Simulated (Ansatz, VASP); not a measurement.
## Two plane-wave programs on KF (Carobbiite)

Contents of INCAR:

```
SYSTEM = KF
ALGO = Normal
EDIFF = 1E-7
ENCUT = 520
GGA = PE
ISIF = 2
ISMEAR = -1
LASPH = .TRUE.
LCHARG = .FALSE.
LREAL = .FALSE.
LWAVE = .FALSE.
NBANDS = 15
NELM = 60
PREC = Accurate
SIGMA = 0.02
```

The input KPOINTS:

```
k-points
0
G
  8 8 8
  0 0 0
```

Contents of POSCAR:

```
KF
1.0
    0.0000000000      2.6589566777      2.6589566777
    2.6589566777      0.0000000000      2.6589566777
    2.6589566777      2.6589566777      0.0000000000
K F
1 1
Direct
    0.0000000000      0.0000000000      0.0000000000
    0.5000000000      0.5000000000      0.5000000000
```

Input for Ansatz:

```yaml
crystal:
  lattice:
    - [0.0, 2.6589566777, 2.6589566777]
    - [2.6589566777, 0.0, 2.6589566777]
    - [2.6589566777, 2.6589566777, 0.0]
  atoms:
    - { symbol: K, position: [0.0, 0.0, 0.0] }
    - { symbol: F, position: [0.5, 0.5, 0.5] }
kpoints:
  mp_grid: { grid: [8, 8, 8] }
  band_path:
    path:
      - [0.0, 0.0, 0.0]
      - [0.5, 0.0, 0.5]
      - [0.625, 0.25, 0.625]
      - [0.375, 0.375, 0.75]
      - [0.5, 0.5, 0.5]
      - [0.5, 0.25, 0.75]
    npoints: 1
hamiltonian:
  xc: pbe
scf:
  occupations: { method: fermi_dirac, width: 0.02 }
  n_extra_bands: 4
output:
  forces: true
  stress: true
  eigenvalues: true
```

Alike in both runs: task single point; functional PBE; k mesh 8 × 8 × 8; occupations fermi-dirac, width 0.02 eV; no spin polarisation.

|  | VASP | Ansatz |
| --- | --- | --- |
| version | VASP 6.6.1 | Ansatz 0.2.0 |
| potentials or method | VASP PAW PBE potentials, release 64 (K_sv, F) | plane waves, PAW |
| plane-wave cutoff (eV) | 520 | 420 |
| valence electrons in the cell | 16 | 16 |

Ansatz gave:

| Quantity | Value |
| --- | --- |
| gap on the k mesh at the Fermi level (eV) | 6.26 |
| pressure (GPa) | 1.9 |

Q: Estimate VASP's values.

A: gap on the k mesh at the Fermi level (eV): 6.24; pressure (GPa): 2.0.

With one functional, cell and mesh, what is left measures potentials, basis and numerics.

A k mesh can miss the band edges.
